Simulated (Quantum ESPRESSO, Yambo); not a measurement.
# A GW chain in Yambo: AlN (P6_3mc), part 3 of 3

Aim: the G0W0 gap of AlN (P6_3mc) on PBE, step by step.

Quantum ESPRESSO 7.5 and Yambo 5.3.0; PBE and many-body steps on it, plane waves. Known limits of the many-body steps: not at the basis limit; coarse k mesh.

So far. Step 3 (Bands along the symmetry lines): The gap is 4.221 eV, as in the run before at this level. Step 4 (Empty states on the mesh, 3×3×4 mesh, 102 bands): On this mesh the gap is 4.221 eV.

The database entry behind the starting cell differs from later determinations by our own check (inner coordinate u about 0.002 short), so it need not match the best structure at ambient conditions.

### Step 6. Screening and self-energy, 3×3×4 mesh, 102 bands, screening to 129.3 eV

G0W0 replaces the xc potential by the self-energy, built once from these orbitals. Only a window of levels is corrected, while the sums run over the empty bands that the input names.

This step: G0W0 on PBE, plane waves, norm-conserving pseudopotentials.

The input, gw1.in:

```
HF_and_locXC
gw0
dyson
ppa
em1d
rim_cut
RandQpts= 1000000
RandGvec= 1 RL
EXXRLvcs= 72 Ry
VXCRLvcs= 288 Ry
Chimod= "HARTREE"
% BndsRnXp
 1 | 102 |
%
NGsBlkXp= 9.5 Ry
% LongDrXp
 1 | 1 | 1 |
%
% GbndRnge
 1 | 102 |
%
DysSolver= "n"
ExtendOut
PPAPntXp= 27.21138 eV
% QPkrange
 1 | 10 | 3 | 10 |
%
```

Started as:

```sh
$ OMP_NUM_THREADS=1 mpirun -n 4 yambo -F gw1.in -J gw1 -C gw1 > gw1.log
```

The program printed:

```text
 Yambo, version 5.3.0

 [02] CORE Variables Setup
 =========================

  [... cell, symmetries and grids as in the set-up ...]

  [02.05] Energies & Occupations
  ==============================

  [X] === General ===
  [X] Electronic Temperature                        :  0.000000  0.000000 [eV K]
  [X] Bosonic    Temperature                        :  0.000000  0.000000 [eV K]
  [X] Finite Temperature mode                       : no
  [X] El. density                                   :  0.38275E+24 [cm-3]
  [X] Fermi Level                                   :  7.106664 [eV]

  [X] === Gaps and Widths ===
  [X] Conduction Band Min                           :  4.220509 [eV]
  [X] Valence Band Max                              :  0.000000 [eV]
  [X] Filled Bands                                  :   8
  [X] Empty Bands                                   :    9  102
  [X] Direct Gap                                    :  4.220509 [eV]
  [X] Direct Gap localized at k                     :  1
  [X] Indirect Gap                                  :  4.220509 [eV]
  [X] Indirect Gap between kpts                     :  1  1
  [X] Last valence band width                       :  2.371270 [eV]
  [X] 1st conduction band width                     :  3.218767 [eV]

 [03] Transferred momenta grid and indexing
 ==========================================

 IBZ Q-points                                      :  10
 BZ  Q-points                                      :   36

 K/Q-points units:
 rlu = crystal or reduced units; cc = cartesian coordinates; iku = interal k-units

 Q [ 1]         [rlu]:  0.000000  0.000000  0.000000
 Q [ 2]         [rlu]:  0.000000  0.000000  0.250000
 Q [ 3]         [rlu]:  0.000000  0.000000 -0.500000
 Q [ 4]         [rlu]: -0.40821E-19  0.33333       0.0000
 Q [ 5]         [rlu]: -0.40821E-19  0.33333      0.25000
 Q [ 6]         [rlu]: -0.40821E-19  0.33333     -0.50000
 Q [ 7]         [rlu]:  0.333333  0.333333  0.000000
 Q [ 8]         [rlu]:  0.333333  0.333333  0.250000
 Q [ 9]         [rlu]:  0.333333  0.333333 -0.500000
 Q [10]         [rlu]:  0.40821E-19 -0.33333      0.25000

 [04] Coloumb potential Random Integration (RIM)
 ===============================================

  [04.01] RIM initialization
  ==========================

  * Diagonal components only detected *

  8 x (sBL volume)        :  0.195400 [a.u.]
  sBZ random points       :  1000000
  Points outside the sBZ  :   7994252
  RL volume               :  0.879301 [a.u.]
  Integrated volume       :  0.879933 [a.u.]

  [04.02] RIM integrals
  =====================

  Gamma point sphere radius             :  0.105259 [a.u.]
  Points outside the sphere             :   811608
  [Int_sBZ(q=0) 1/q^2]*(Vol_sBZ)^(-1/3) =:  7.236165
                                 should be <:  7.795600

  Summary of Coulomb integrals for non-metallic bands |Q|[au] RIM/Bare

  Q [1] 0.100000E-4 0.928237 * Q [2] 0.166880 0.646012
  Q [3] 0.333760 0.872534 * Q [4] 0.411102 1.143679
  Q [10] 0.443682 1.087027 * Q [5] 0.443682 1.086663
  Q [6] 0.529529 1.022105 * Q [7] 0.712050 1.044470
  Q [8] 0.731344 1.037865 * Q [9] 0.786391 1.024498

 [05] Dipoles
 ============

  [05.01] Setup: observables and procedures
  =========================================

  [WARNING] [x,Vnl] slows the Dipoles computation. To neglect it rename the ns.kb_pp file

 [06] Dynamic Dielectric Matrix (PPA)
 ====================================

 [WR./gw1//ndb.pp]---------------------------------------------------------------
  Brillouin Zone Q/K grids (IBZ/BZ)                :   10   36   10   36
  RL vectors                                       :   3777 [WF]
  Coulomb cutoff potential                         : none
  Electronic Temperature                           :  0.000000 [K]
  Bosonic    Temperature                           :  0.000000 [K]
  PPA    diel. fun.  energies                      : Perdew, Burke & Ernzerhof(X)+Perdew, Burke & Ernzerhof(C)
  wavefunctions                                    : Perdew, Burke & Ernzerhof(X)+Perdew, Burke & Ernzerhof(C)
  Global Gauge                                     : length
  X matrix size                                    :  147
  X band range                                     :    1  102
  X e/h energy range                               : -1.000000 -1.000000 [eV]
  X Time ordering                                  : R
  X Hxc Kernel                                     : HARTREE
  X Drude frequency                                :  0.000000  0.000000
  X poles                                          :  100.0000 [o/o]
  RL vectors in the sum                            :   3777
  [r,Vnl] included                                 : yes
  Field direction                                  :  0.577350E-5  0.577350E-5  0.577350E-5
  BZ energy Double Grid                            : no
  BZ energy DbGd points                            : 0
  BZ Q point size factor                           : -1.000000
  X Optical Averaged directions                    : none

 [07] Local Exchange-Correlation + Non-Local Fock
 ================================================

 [VXC] Plane waves :  23187
 [EXS] Plane waves :  2875

 QP @ state[ 1 ] K range:   1  10
 QP @ state[ 1 ] b range:   3  10

 [xc] Functional : Perdew, Burke & Ernzerhof(X)+Perdew, Burke & Ernzerhof(C)
 [xc] LIBXC used to calculate xc functional
  PP Number of Atomic Species                      :  2
  NLCC RL compoments                               :  23187
  PP Number of Atomic Species                      :  2
  NLCC RL compoments                               :  23187

 [xc] E_xc :  -6.931593 [Ha]
      E_xc :  -13.86319 [Ry]

  Local XC kind (lXC) : Perdew, Burke & Ernzerhof(X)+Perdew, Burke & Ernzerhof(C)
  Non-Local XC kind (nlXC) : Hartree-Fock

  Corrections @ K [1] :  [eV]
 <3|nlXC|3> = -18.50954  0.10042E-16 <3|lXC|3> = -12.68621  0.56645E-15
 <4|nlXC|4> = -20.90314  0.36538E-16 <4|lXC|4> = -16.48961 -0.18882E-15
 <5|nlXC|5> = -20.90284 -0.22399E-16 <5|lXC|5> = -16.48961  0.37763E-15
 <6|nlXC|6> = -21.12511  0.25547E-16 <6|lXC|6> = -16.99289  0.37763E-15
 <7|nlXC|7> = -21.12511 -0.45541E-17 <7|lXC|7> = -16.99289 -0.14938E-23
 <8|nlXC|8> = -20.86447  0.20520E-16 <8|lXC|8> = -17.08523  0.18882E-15
 <9|nlXC|9> = -7.867130  0.38045E-17 <9|lXC|9> = -12.50474  0.18882E-15
 <10|nlXC|10> = -5.604894  0.10268E-17 <10|lXC|10> = -10.79204  0.23602E-16

  Corrections @ K [2] :  [eV]
 <3|nlXC|3> = -18.90048  0.17448E-17 <3|lXC|3> = -13.32518 -0.58375E-21
 <4|nlXC|4> = -19.93636  0.21030E-16 <4|lXC|4> = -15.90087  0.94407E-16
[...]
Corrections @ K [3] :  [eV]
[...]
Corrections @ K [4] :  [eV]
[...]
Corrections @ K [5] :  [eV]
[...]
[... 4 further k-points ...]
  Corrections @ K [10] :  [eV]
[...]
<6|nlXC|6> = -20.34702 -0.11822E-17 <6|lXC|6> = -15.67810 -0.37763E-15
 <7|nlXC|7> = -20.50815 -0.11758E-16 <7|lXC|7> = -16.36281  0.18882E-15
 <8|nlXC|8> = -20.79974 -0.20273E-16 <8|lXC|8> = -16.48367  0.94408E-16
 <9|nlXC|9> = -5.514694  0.22735E-18 <9|lXC|9> = -10.30844 -0.16806E-22
 <10|nlXC|10> = -5.407513  0.20595E-17 <10|lXC|10> = -10.43960 -0.23615E-16

  [07.01] Hartree-Fock occupations report
  =======================================

  [Hartree-Fock] === General ===
  [Hartree-Fock] Electronic Temperature             :  0.000000  0.000000 [eV K]
  [Hartree-Fock] Bosonic    Temperature             :  0.000000  0.000000 [eV K]
  [Hartree-Fock] Finite Temperature mode            : no
  [Hartree-Fock] El. density                        :  0.38275E+24 [cm-3]
  [Hartree-Fock] Fermi Level                        :  7.106664 [eV]

  [Hartree-Fock] === Gaps and Widths ===
  [Hartree-Fock] Conduction Band Min                :  8.858121 [eV]
  [Hartree-Fock] Valence Band Max                   : -3.779240 [eV]
  [Hartree-Fock] Filled Bands                       :   8
  [Hartree-Fock] Empty Bands                        :    9  102
  [Hartree-Fock] Direct Gap                         :  12.63736 [eV]
  [Hartree-Fock] Direct Gap localized at k          :  1
  [Hartree-Fock] Indirect Gap                       :  12.63736 [eV]
  [Hartree-Fock] Indirect Gap between kpts          :  1  1
  [Hartree-Fock] Last valence band width            :  3.268973 [eV]
  [Hartree-Fock] 1st conduction band width          :  3.860562 [eV]

 [08] Dyson equation: Newton solver
 ==================================

  [08.01] G0W0 (W PPA)
  ====================

  [  GW  ] Bands range     :    1  102
  [GW/PPA] G damping       :  0.100000 [eV]

  QP @ state[ 1 ] K range:   1  10
  QP @ state[ 1 ] b range:   3  10

   Sc/G bands                                       :    1  102
   Sc/G damping                                     :  0.100000 ev
   Sc bands terminator                              : no
   Sx RL components                                 :  2875

   QP @ state[ 1 ] K range                          :   1  10
   QP @ state[ 1 ] b range                          :   3  10
   GF energies kind                                 : Perdew, Burke & Ernzerhof(X)+Perdew, Burke & Ernzerhof(C)
   GF WF`s kind                                     : Perdew, Burke & Ernzerhof(X)+Perdew, Burke & Ernzerhof(C)
   Xs energies kind                                 : Perdew, Burke & Ernzerhof(X)+Perdew, Burke & Ernzerhof(C)
   Xs WF`s kind                                     : Perdew, Burke & Ernzerhof(X)+Perdew, Burke & Ernzerhof(C)

 [11] Game Over & Game summary
```

Elapsed: 71 s, on 4 MPI ranks of Arm Neoverse V2, shared host; peak memory 1.3 GiB.

This step gave:

```yaml
g0w0_gap_on_the_mesh: 5.503 eV
starting_gap_on_the_mesh: 4.221 eV
k_of_the_valence_top: 0, 0, 0
k_of_the_conduction_bottom: 0, 0, 0
least_direct_g0w0_gap_on_the_computed_points: 5.503 eV
z_at_the_valence_top: 0.7961
z_at_the_conduction_bottom: 0.8217
```

The gap on the mesh goes from 4.22 eV to 5.50 eV, a correction of +1.28 eV.

Limits: finite bands, cutoff and mesh; coarse k mesh. v1 is the top filled band, c1 the lowest empty one. Levels before and after the correction, in eV, zero at the valence-band top of each column:

```csv
,conduction bottom,valence top
Kohn-Sham,4.22,0.00
G0W0,5.50,0.00
```

```csv
,level,energy (eV)
Kohn-Sham,Γ v4,-0.831
Kohn-Sham,Γ v3-v2,-0.180
Kohn-Sham,Γ v1,0.000
Kohn-Sham,Γ c1,4.221
Kohn-Sham,Γ c2,6.676
G0W0,Γ v4,-1.051
G0W0,Γ v3-v2,-0.270
G0W0,Γ v1,0.000
G0W0,Γ c1,5.503
G0W0,Γ c2,7.965
```

### Step 7. Where the time went

Times are wall times on the hardware named with each run, good to a factor of about two.

```csv
step,time,share,memory (GiB)
ground state,4.6 s,5 %,0.23
bands along the symmetry lines,3.7 s,4 %,0.2
empty states on the mesh,5.7 s,7 %,0.29
conversion and set-up,1.8 s,2 %,0.23
screening and self-energy,71 s,82 %,1.3
```

### Step 8. Summary of results

```
PBE gap              : 4.22 eV, direct
G0W0 gap on the mesh : 5.50 eV
GW settings          : 3×3×4 mesh, 102 bands, screening to 129.3 eV, Godby-Needs plasmon pole
known limits         : not at the basis limit; coarse k mesh
```

**Reading.** G0W0 moves the gap on the mesh from 4.22 eV to 5.50 eV (+1.28 eV), with Z of 0.80 and 0.82 at the edges. The dearest step here is «screening and self-energy». Bands and cutoff are finite, so the gap is not at the basis limit. The miss can reach some tenths of an eV and take either sign; the mesh is an error of its own. The 3×3×4 mesh is coarse for this cell, which bears on the long-range parts of exchange and screening.

[Paths, hosts, dates, memory and timing lines, banners, echoed tables and standing remarks are left out of the program output.]

[Logs are printed without paths, hosts, clocks, repeated set-up lines and the standing remarks that a program may print on its own settings, such as how far it seeks lower states.]

[Runs of the session that timed out or met a known fault of the program may be left out.]

[Hosts, paths, dates, database ids (printed as entryN), source tags and the programs' standing remarks are cut or masked in the printed files.]
